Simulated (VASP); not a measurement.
# Ru (P6/mmm) in VASP: notebook

One crystal, Ru, is run at these levels: revPBE; tasks: single point, relaxation of cell and atoms.

Program: VASP 6.6.1. These are calculated values, not measurements. Logs are shortened: lines on timing, memory, paths and dates and some standing lists are left out, and cuts for length are marked.

### Step 1. The crystal as given

Symmetry: P6/mmm, No. 191, hexagonal system. Conventional cell: a = 4.284 Å, b = 4.284 Å, c = 2.694 Å, α = 90.00°, β = 90.00°, γ = 120.00°. Ru (site symmetry 6/mmm) has 14 Ru at 2.69 to 2.82 Å as nearest neighbours. Ru (site symmetry -6m2) is surrounded by 11 Ru at 2.47 to 2.82 Å.

This isn't the form of Ru at room conditions, which is hcp.

### Step 2. Single point, revPBE

INCAR

```
  PREC = Accurate
  ENCUT = 520
  EDIFF = 1E-7
  ISMEAR = -1
  SIGMA = 0.1
  LREAL = F
  LASPH = T
  NELM = 100
  ALGO = Fast
  ISIF = 2
  LWAVE = F
  LCHARG = F
  GGA = RE
  NBANDS = 28
```

KPOINTS

```
Automatic mesh
0
Gamma
  11 11 15
```

POSCAR

```
Ru
1.0
    4.2842224358      0.0000000000      0.0000000000
   -2.1421112179      3.7102454649      0.0000000000
    0.0000000000      0.0000000000      2.6935429790
Ru
3
Direct
    0.0000000000      0.0000000000      0.0000000000
    0.3333333333      0.6666666667      0.5000000000
    0.6666666667      0.3333333333      0.5000000000
```

Potentials or basis: VASP PAW PBE potentials, release 64 (Ru_pv).

Started as:

```sh
$ cat potpaw_PBE.64/Ru_pv/POTCAR > POTCAR
$ mpirun -np 1 vasp_std > vasp.out
```

OUTCAR:

```text
PREC = Accurate
   ENCUT = 520
   EDIFF = 1E-7
   ISMEAR = -1
   LREAL = F
   LASPH = T
   NELM = 100
   ISIF = 2
   GGA = RE

 ion  position               nearest neighbor table
   1  0.000  0.000  0.000-   2 2.82   3 2.82   2 2.82   3 2.82   3 2.82   3 2.82   2 2.82   2 2.82
                             3 2.82   3 2.82   2 2.82   2 2.82
   2  0.333  0.667  0.500-   3 2.47   3 2.47   3 2.47   1 2.82   1 2.82   1 2.82   1 2.82   1 2.82
                             1 2.82
   3  0.667  0.333  0.500-   2 2.47   2 2.47   2 2.47   1 2.82   1 2.82   1 2.82   1 2.82   1 2.82
                             1 2.82

  LATTYP: Found a hexagonal cell.
 ALAT       =     4.2842224358
 C/A-ratio  =     0.6287122154

  Lattice vectors:

 A1 = (   4.2842224358,   0.0000000000,   0.0000000000)
 A2 = (  -2.1421112179,   3.7102454649,   0.0000000000)
 A3 = (   0.0000000000,   0.0000000000,   2.6935429790)

Analysis of symmetry for initial positions (statically):
=====================================================================
 Subroutine PRICEL returns:
 Original cell was already a primitive cell.

 Routine SETGRP: Setting up the symmetry group for a
 hexagonal supercell.

 Subroutine GETGRP returns: Found 24 space group operations
 (whereof 24 operations were pure point group operations)
 out of a pool of 24 trial point group operations.

The static configuration has the point symmetry D_6h.

Analysis of symmetry for dynamics (positions and initial velocities):
=====================================================================
 Subroutine PRICEL returns:
 Original cell was already a primitive cell.

 Routine SETGRP: Setting up the symmetry group for a
 hexagonal supercell.

 Subroutine GETGRP returns: Found 24 space group operations
 (whereof 24 operations were pure point group operations)
 out of a pool of 24 trial point group operations.

The dynamic configuration has the point symmetry D_6h.

 Subroutine INISYM returns: Found 24 space group operations
 (whereof 24 operations are pure point group operations),
 and found     1 'primitive' translations

----------------------------------------------------------------------------------------

                                     Primitive cell

  volume of cell :      42.8153

  direct lattice vectors                    reciprocal lattice vectors
[... 87 lines left out ...]
   ENCUT  =  520.0 eV  38.22 Ry    6.18 a.u.   7.97  7.97  5.01*2*pi/ulx,y,z
   NELM   =    100;   NELMIN=  2; NELMDL= -5     # of ELM steps
   EDIFF  = 0.1E-06   stopping-criterion for ELM
   LREAL  =      F    real-space projection
   EDIFFG = 0.1E-05   stopping-criterion for IOM
   NSW    =      0    number of steps for IOM
   IBRION =     -1    ionic relax: 0-MD 1-quasi-New 2-CG
   NFREE  =      0    steps in history (QN), initial steepest desc. (CG)
   ISIF   =      2    stress and relaxation
   ISYM   =      2    0-nonsym 1-usesym 2-fastsym
   POTIM  = 0.5000    time-step for ionic-motion
   TEBEG  =    0.0;   TEEND  =   0.0 temperature during run
   PSTRESS=    0.0 pullay stress
   NELECT =      42.0000    total number of electrons
   NUPDOWN=      -1.0000    fix difference up-down
   EMIN   =  10.00;   EMAX   =-10.00  energy-range for DOS
   EFERMI =   0.00;   METHOD = LEGACY
   ISMEAR =    -1;   SIGMA  =   0.10  broadening in eV -4-tet -1-fermi 0-gaus
   EFERMI_NEDOS =   21; number of points for ismear=-14 and -15
   IALGO  =     68    algorithm
   IMIX   =      4    mixing-type and parameters
     AMIX     =   0.40;   BMIX     =  1.00
     AMIX_MAG =   1.60;   BMIX_MAG =  1.00
  volume/ion in A,a.u.               =      14.27        96.31
  Fermi-wavevector in a.u.,A,eV,Ry     =   1.626641  3.073906 36.000488  2.645961
  Thomas-Fermi vector in A             =   2.719567
   LORBIT       =      0    0 simple, 1 ext, 2 COOP (PROOUT), +10 PAW based schemes
   GGA     = RE    functional components
   LHFCALC =     F    Hartree Fock is set to
   AEXX    =    0.0000 exact exchange contribution
   IVDW    =     0    specifies the selected vdW correction
   LEPSILON=     F    determine dielectric tensor
   LRPA    =     F    only Hartree local field effects (RPA)
 non-spin polarized calculation
 RMM-DIIS sequential band-by-band and
  energy-cutoff  :      520.00
  volume of cell :       42.82
 maximum number of plane-waves:      1171
 NGX is ok and might be reduce to    32
   NGX = 15   NGY = 15   NGZ = 11

 number of electron      42.0000009 magnetization

 Free energy of the ion-electron system (eV)
  ---------------------------------------------------
  ext. energy  EPLUGINS =         0.00000000
  ---------------------------------------------------
  free energy    TOTEN  =       -25.47835439 eV

  energy without entropy =      -25.35575497  energy(sigma->0) =      -25.41705468

 E-fermi :  12.1869     XC(G=0): -13.7379

 val. band max:       12.1805555615   @ k =   0.2727   0.1818   0.4000
 cond. band min:      12.1962724076   @ k =   0.2727   0.1818   0.4667
 fundamental gap:      0.0157168460
 Fermi energy:        12.1869274585

 k-point     1 :       0.0000    0.0000    0.0000
  band No.  band energies     occupation
      1     -31.3472      2.00000
      2     -31.3472      2.00000
      3     -30.9655      2.00000
      4     -30.9655      2.00000
      5     -30.7169      2.00000
      6     -30.4828      2.00000
[... 733 lines left out ...]
     27      17.4777      0.00000
     28      22.4253      0.00000

 [... further k-points ...]

------------------------ aborting loop because EDIFF is reached ----------------------------------------

  FORCE on cell =-STRESS in cart. coord.  units (eV):
  Direction    XX          YY          ZZ          XY          YZ          ZX
  --------------------------------------------------------------------------------------
  -------------------------------------------------------------------------------------
  Total       -0.0155594     -0.0155594      0.0218001      0.0000000     -0.0000000     -0.0000000
  in kB       -0.5822438     -0.5822438      0.8157754      0.0000000     -0.0000000     -0.0000000
  external PRESSURE =      -0.1162374 kB  Pullay stress =       0.0000000 kB

 VOLUME and BASIS-vectors are now :
 -----------------------------------------------------------------------------
  energy-cutoff  :      520.00
  volume of cell :       42.82
      direct lattice vectors                 reciprocal lattice vectors
     4.284222436  0.000000000  0.000000000     0.233414585  0.134761973  0.000000000
    -2.142111218  3.710245465  0.000000000     0.000000000  0.269523946  0.000000000
     0.000000000  0.000000000  2.693542979     0.000000000  0.000000000  0.371258230

 POSITION                                       TOTAL-FORCE (eV/Angst)
 -----------------------------------------------------------------------------------
      0.00000      0.00000      0.00000        -0.000000      0.000000      0.000000
     -0.00000      2.47350      1.34677         0.000000     -0.000000      0.000000
      2.14211      1.23675      1.34677        -0.000000      0.000000     -0.000000
 -----------------------------------------------------------------------------------
    total drift:                               -0.000000      0.000000      0.000000

  FREE ENERGIE OF THE ION-ELECTRON SYSTEM (eV)
  ---------------------------------------------------
  free  energy   TOTEN  =       -25.4783543872 eV

  energy  without entropy=      -25.3557549714  energy(sigma->0) =      -25.41705468
```

OSZICAR:

```text
N       E                     dE             d eps       ncg     rms          rms(c)
DAV:   1     0.482648873055E+03    0.48265E+03   -0.25430E+04  7176   0.164E+03
DAV:   2    -0.141609054849E+02   -0.49681E+03   -0.48503E+03  7552   0.507E+02
DAV:   3    -0.271226324316E+02   -0.12962E+02   -0.12633E+02  7820   0.888E+01
DAV:   4    -0.272629060780E+02   -0.14027E+00   -0.14014E+00  8992   0.845E+00
DAV:   5    -0.272655331312E+02   -0.26271E-02   -0.26269E-02  8036   0.108E+00    0.194E+01
RMM:   6    -0.256568291998E+02    0.16087E+01   -0.43520E+00  7172   0.157E+01    0.624E+00
RMM:   7    -0.262895296004E+02   -0.63270E+00   -0.14381E+00  7194   0.749E+00    0.842E+00
RMM:   8    -0.254841393249E+02    0.80539E+00   -0.61492E-01  7185   0.518E+00    0.117E+00
RMM:   9    -0.254779621012E+02    0.61772E-02   -0.36064E-02  7519   0.129E+00    0.120E-01
RMM:  10    -0.254782745945E+02   -0.31249E-03   -0.43420E-03  7617   0.381E-01    0.544E-02
RMM:  11    -0.254783434802E+02   -0.68886E-04   -0.65747E-04  7905   0.175E-01    0.271E-02
RMM:  12    -0.254783486928E+02   -0.52126E-05   -0.19007E-04  8506   0.799E-02    0.121E-02
RMM:  13    -0.254783550190E+02   -0.63263E-05   -0.50157E-05  9200   0.394E-02    0.792E-03
RMM:  14    -0.254783531619E+02    0.18571E-05   -0.12046E-05  8964   0.203E-02    0.310E-03
RMM:  15    -0.254783541151E+02   -0.95320E-06   -0.28301E-06  9519   0.102E-02    0.206E-03
RMM:  16    -0.254783544222E+02   -0.30710E-06   -0.37511E-07  5882   0.450E-03    0.113E-03
RMM:  17    -0.254783543872E+02    0.35085E-07   -0.83732E-08  4484   0.217E-03
   1 F= -.25478354E+02 E0= -.25417055E+02  d E =-.122599E+00
```

stdout:

```text
POSCAR found type information on POSCAR Ru
 POSCAR found :  1 types and       3 ions
 scaLAPACK will be used
 -----------------------------------------------------------------------------
|                                                                             |
|                                                                             |
|     You enforced a specific xc type in the INCAR file but a different       |
|     I HOPE YOU KNOW WHAT YOU ARE DOING!                                     |
|                                                                             |
 -----------------------------------------------------------------------------

 LDA part: xc-table for (Slater+PW92), standard interpolation
 POSCAR, INCAR and KPOINTS ok, starting setup
 FFT: planning ... GRIDC
 FFT: planning ... GRID_SOFT
 FFT: planning ... GRID
 WAVECAR not read
 entering main loop
```

Run time: 74 s. Hardware: 1 thread of Intel Xeon 6975P-C (Granite Rapids), shared host; peak memory 0.23 GiB.

Results:

```
Free energy            : -25.4784 eV
Pressure               : 0.0 GPa
Band gap on the k mesh : none (metal or under the smearing width)
```

Stress tensor (GPa, compression positive):
```
-0.06  0.00  0.00
 0.00 -0.06  0.00
 0.00  0.00  0.08
```

Caveat: the PAW data sets were made with another functional, which shifts forces and pressure a little.

### Step 3. Single point, revPBE

This run uses another cell than the first one, of 14.84 Å³/atom, 1.040 times its volume.

INCAR

```
ALGO = Fast ; EDIFF = 1E-6
ENCUT = 520 ; GGA = RE
ISIF = 2 ; ISMEAR = -1
LASPH = T ; LCHARG = T
LELF = T ; LREAL = F
LVHAR = T ; LWAVE = F
NBANDS = 28 ; NELM = 60
PREC = Accurate ; SIGMA = 0.1
```

KPOINTS

```
k-points
0
Gamma
  10 10 13
```

POSCAR

```
Ru
1.0
    4.3406002489      0.0000000000      0.0000000000
   -2.1703001244      3.7590700832      0.0000000000
    0.0000000000      0.0000000000      2.7289883988
Ru
3
Direct
    0.0000000000      0.0000000000      0.0000000000
    0.3333333333      0.6666666667      0.5000000000
    0.6666666667      0.3333333333      0.5000000000
```

Potentials or basis: VASP PAW PBE potentials, release 64 (Ru_pv).

Started as:

```sh
$ cat potpaw_PBE.64/Ru_pv/POTCAR > POTCAR
$ mpirun -np 1 vasp_std > vasp.out
```

Wall time 52 s (1 thread of Intel Xeon 6975P-C (Granite Rapids), shared host); peak memory 0.21 GiB.

The run converged. Its results:

| Property | Result |
| --- | --- |
| Free energy | -25.4220 eV |
| Pressure | -10.0 GPa |
| Band gap on the k mesh | none (metal or under the smearing width) |

Stress tensor (GPa, compression positive):
```
-10.52   0.00   0.00
  0.00 -10.52   0.00
  0.00   0.00  -8.87
```

Levels at points of the mesh, in eV from the Fermi level:
| k point | band 17 | band 18 | band 19 | band 20 | band 21 | band 22 | band 23 | band 24 | band 25 | band 26 |
| --- | --- | --- | --- | --- | --- | --- | --- | --- | --- | --- |
| (0.00, 0.00, 0.00) | -2.53 | -1.92 | -1.92 | -1.29 | -1.29 | -1.19 | -1.19 | 1.49 | 1.49 | 8.84 |
| (0.50, 0.00, 0.00) | -2.34 | -2.27 | -1.06 | -0.99 | 0.35 | 0.70 | 0.73 | 0.74 | 1.20 | 1.32 |

Caveat: the PAW data sets were made with another functional, which shifts forces and pressure a little.

### Step 4. Single point, revPBE

INCAR

```
PREC = Accurate
ENCUT = 520
EDIFF = 1E-6
ISMEAR = -1
SIGMA = 0.1
LREAL = F
LASPH = T
NELM = 100
ALGO = Normal
ISIF = 2
LWAVE = F
LCHARG = F
GGA = RE
NBANDS = 28
```

KPOINTS

```
regular mesh
0
Gamma
  9 9 12
```

POSCAR

```
Ru
1.0
    4.2842224358      0.0000000000      0.0000000000
   -2.1421112179      3.7102454649      0.0000000000
    0.0000000000      0.0000000000      2.6935429790
Ru
3
Direct
    0.0000000000      0.0000000000      0.0000000000
    0.3333333333      0.6666666667      0.5000000000
    0.6666666667      0.3333333333      0.5000000000
```

Potentials or basis: VASP PAW PBE potentials, release 64 (Ru_pv).

Started as:

```sh
$ cat potpaw_PBE.64/Ru_pv/POTCAR > POTCAR
$ mpirun -np 1 vasp_std > vasp.out
```

OUTCAR:

```text
PREC = Accurate
   ENCUT = 520
   EDIFF = 1E-6
   ISMEAR = -1
   LREAL = F
   LASPH = T
   NELM = 100
   ISIF = 2
   GGA = RE

 ion  position               nearest neighbor table
   1  0.000  0.000  0.000-   2 2.82   3 2.82   2 2.82   3 2.82   3 2.82   3 2.82   2 2.82   2 2.82
                             3 2.82   3 2.82   2 2.82   2 2.82
   2  0.333  0.667  0.500-   3 2.47   3 2.47   3 2.47   1 2.82   1 2.82   1 2.82   1 2.82   1 2.82
                             1 2.82
   3  0.667  0.333  0.500-   2 2.47   2 2.47   2 2.47   1 2.82   1 2.82   1 2.82   1 2.82   1 2.82
                             1 2.82
[... 944 lines left out ...]
  Direction    XX          YY          ZZ          XY          YZ          ZX
  --------------------------------------------------------------------------------------
  -------------------------------------------------------------------------------------
  Total        0.0037080      0.0037080     -0.0306757      0.0000000      0.0000000      0.0000000
  in kB        0.1387554      0.1387554     -1.1479048      0.0000000      0.0000000      0.0000000
  external PRESSURE =      -0.2901313 kB  Pullay stress =       0.0000000 kB

 VOLUME and BASIS-vectors are now :
 -----------------------------------------------------------------------------
  energy-cutoff  :      520.00
  volume of cell :       42.82
      direct lattice vectors                 reciprocal lattice vectors
     4.284222436  0.000000000  0.000000000     0.233414585  0.134761973  0.000000000
    -2.142111218  3.710245465  0.000000000     0.000000000  0.269523946  0.000000000
     0.000000000  0.000000000  2.693542979     0.000000000  0.000000000  0.371258230

 POSITION                                       TOTAL-FORCE (eV/Angst)
 -----------------------------------------------------------------------------------
      0.00000      0.00000      0.00000        -0.000000      0.000000      0.000000
     -0.00000      2.47350      1.34677        -0.000000      0.000000      0.000000
      2.14211      1.23675      1.34677         0.000000      0.000000      0.000000
 -----------------------------------------------------------------------------------
    total drift:                               -0.000000      0.000000      0.000000

  FREE ENERGIE OF THE ION-ELECTRON SYSTEM (eV)
  ---------------------------------------------------
  free  energy   TOTEN  =       -25.4810366536 eV

  energy  without entropy=      -25.3622738907  energy(sigma->0) =      -25.42165527
```

OSZICAR:

```text
N       E                     dE             d eps       ncg     rms          rms(c)
DAV:   1     0.480098325754E+03    0.48010E+03   -0.25437E+04  4704   0.164E+03
DAV:   2    -0.141633751480E+02   -0.49426E+03   -0.48232E+03  4944   0.504E+02
DAV:   3    -0.271156161229E+02   -0.12952E+02   -0.12611E+02  5104   0.884E+01
DAV:   4    -0.272625467565E+02   -0.14693E+00   -0.14682E+00  5916   0.858E+00
DAV:   5    -0.272652835450E+02   -0.27368E-02   -0.27366E-02  5280   0.109E+00    0.194E+01
DAV:   6    -0.256757191908E+02    0.15896E+01   -0.51137E+00  5048   0.188E+01    0.619E+00
DAV:   7    -0.263304566269E+02   -0.65474E+00   -0.61777E+00  5056   0.215E+01    0.865E+00
DAV:   8    -0.254867933229E+02    0.84366E+00   -0.34064E+00  4956   0.107E+01    0.121E+00
DAV:   9    -0.254809747117E+02    0.58186E-02   -0.30912E-02  5196   0.133E+00    0.169E-01
DAV:  10    -0.254810266045E+02   -0.51893E-04   -0.11951E-03  6120   0.280E-01    0.660E-02
DAV:  11    -0.254810335976E+02   -0.69931E-05   -0.42406E-05  5484   0.476E-02    0.214E-02
DAV:  12    -0.254810386635E+02   -0.50659E-05   -0.42953E-06  4672   0.207E-02    0.612E-03
DAV:  13    -0.254810366324E+02    0.20312E-05   -0.70338E-07  3180   0.895E-03    0.931E-04
DAV:  14    -0.254810366536E+02   -0.21246E-07   -0.70862E-08  3144   0.278E-03
   1 F= -.25481037E+02 E0= -.25421655E+02  d E =-.118763E+00
```

Run time: 32 s. Hardware: 1 thread of Intel Xeon 6975P-C (Granite Rapids), shared host; peak memory 0.2 GiB.

Results:

```
Free energy            : -25.4810 eV
Pressure               : 0.0 GPa
Band gap on the k mesh : none (metal or under the smearing width)
```

Caveat: the PAW data sets were made with another functional, which shifts forces and pressure a little.

### Step 5. Relaxation of cell and atoms, revPBE

This run uses another cell than the first one, of 13.55 Å³/atom, 0.950 times its volume.

INCAR

```
PREC     = Accurate       # precision mode
ENCUT    = 600            # plane-wave cutoff, eV
EDIFF    = 1E-6           # SCF threshold, eV
ISMEAR   = -1             # smearing method
SIGMA    = 0.1            # smearing width, eV
LREAL    = False          # projectors in reciprocal space
LASPH    = True           # aspherical terms in the spheres
NELM     = 60             # most SCF steps
ALGO     = Normal         # electronic algorithm
ISIF     = 3              # what is computed and relaxed
LWAVE    = False          # write WAVECAR
LCHARG   = False          # write CHGCAR
GGA      = RE             # functional
IBRION   = 2              # ionic algorithm
NSW      = 80             # ionic steps
EDIFFG   = -0.01          # ionic threshold
```

KPOINTS is that of step 4.

POSCAR

```
Ru
1.0
    4.2469224303      0.0000000000      0.0000000000
   -2.1234612151      3.6779427125      0.0000000000
    0.0000000000      0.0000000000      2.6033634498
Ru
3
Direct
    0.0000000000      0.0000000000      0.0000000000
    0.3333333333      0.6666666667      0.5000000000
    0.6666666667      0.3333333333      0.5000000000
```

Started as:

```sh
$ cat potpaw_PBE.64/Ru_pv/POTCAR > POTCAR
$ mpirun -np 1 vasp_std > vasp.out
```

Run time: 3.6 min. Hardware: 1 thread of Intel Xeon 6975P-C (Granite Rapids), shared host; peak memory 0.24 GiB.

It converged, with:

```yaml
Free_energy: -25.4791 eV
Relaxed_volume: 14.27 Å³/atom
Relaxed_cell: a = 4.284 Å, b = 4.284 Å, c = 2.693 Å, α = 90.00°, β = 90.00°, γ = 120.00°
Space_group_after_relaxing_to_0.05_Å: P6/mmm (No. 191)
Energy_gained_by_relaxing: 40.1 meV/atom
Ionic_steps: 9
Pressure_after_relaxing: 0.0 GPa
Band_gap_on_the_k_mesh: none (metal or under the smearing width)
```

The path:
| step | energy change (eV) | largest force (eV/Å) | pressure (GPa) | volume (Å³) |
| --- | --- | --- | --- | --- |
| 1 | 0.0000 | 0.0000 | 15.93 | 40.66 |
| 2 | 0.4944 | 0.0000 | -27.24 | 49.10 |
| 3 | -0.1131 | 0.0000 | -1.61 | 43.01 |
| 4 | -0.1135 | 0.0000 | -0.87 | 42.89 |
| 5 | -0.1180 | 0.0000 | 0.67 | 42.73 |
| 6 | -0.1205 | 0.0000 | 0.05 | 42.79 |
| 7 | -0.1204 | 0.0000 | 0.10 | 42.79 |
| 8 | -0.1205 | 0.0000 | -0.20 | 42.83 |
| 9 | -0.1204 | 0.0000 | -0.01 | 42.80 |

Final structure:
```
Ru
1.0
     4.28419    0.00000    0.00000
    -2.14209    3.71022    0.00000
     0.00000    0.00000    2.69270
Ru
3
Cartesian
  -2.1421 3.7102 2.6927
  0.0000 2.4735 1.3464
  2.1421 1.2367 1.3464
```

Levels at points of the mesh, in eV from the Fermi level:
| k point | band 17 | band 18 | band 19 | band 20 | band 21 | band 22 | band 23 | band 24 | band 25 |
| --- | --- | --- | --- | --- | --- | --- | --- | --- | --- |
| (0.00, 0.00, 0.00) | -2.69 | -2.05 | -2.05 | -1.39 | -1.39 | -1.28 | -1.28 | 1.58 | 1.58 |
| (0.00, 0.00, 0.50) | -2.10 | -1.88 | -1.88 | 0.63 | 0.63 | 1.27 | 1.27 | 2.31 | 3.32 |

Caveat: the PAW data sets were made with another functional, which shifts forces and pressure a little.

(Part 1 of 2 ends here.)
